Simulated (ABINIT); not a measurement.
Write the native input for ABINIT 10.8.3 (patched build) that does the following.

- Task: single point
- Functional: LDA
- Potentials or basis: JTH PAW LDA v2.0
- Cutoff: 544 eV
- k mesh: 7 × 7 × 3
- Occupations: fermi-dirac, width 0.05 eV
- Spin: no spin polarisation
- Fine-grid cutoff: 1088.46 eV

The system is MoS2.

```
CELL_PARAMETERS angstrom
3.22746 0.00000 0.00000
-1.61373 2.79507 0.00000
0.00000 0.00000 6.31247
ATOMIC_POSITIONS crystal
Mo 0.00000 0.00000 0.50000
S 0.66667 0.33333 0.74468
S 0.33333 0.66667 0.25532
```

Measurements of this composition are mostly on another form, of space group No. 194.

These files were run (other wordings do the same):

run.abi

```
pp_dirpath "./"
pseudos "Mo.LDA_PW-JTH.xml, S.LDA_PW-JTH.xml"

acell 3.2274645616 3.2274645615 6.31247342 Angstrom
rprim
     1.0000000000     0.0000000000     0.0000000000
    -0.5000000000     0.8660254038     0.0000000000
     0.0000000000     0.0000000000     1.0000000000
ntypat 2
znucl 42 16
natom 3
typat 1 2 2
xred
     0.0000000000     0.0000000000     0.5000000000
     0.6666666667     0.3333333333     0.7446806800
     0.3333333333     0.6666666667     0.2553193200

ecut 20.0
pawecutdg 40.0

kptopt 1
ngkpt 7 7 3
nshiftk 1
shiftk 0.0 0.0 0.0

ixc 7

nband 17
occopt 3
tsmear 0.05 eV

nstep 100
tolvrs 1.0e-9

iomode 3
prtwf 0
prteig 0
prtebands 0
prtden 1
prtvha 1
prtvclmb 1
prtpot 1
```

Potentials or basis: JTH PAW LDA v2.0.

Run with:

```sh
$ abinit run.abi > log 2>&1
```

It gave:

```json
{
 "Pressure": "-5.7 GPa",
 "Largest force": "0.169 eV/Å",
 "Band gap on the k mesh": "none (metal or under the smearing width)",
 "Valence electrons inside the program's atomic spheres": "Mo 11.23; S 3.56"
}
```

Run time: 21 s on 1 thread of Arm Neoverse V1, with other jobs on the host, peak memory 0.1 GiB.
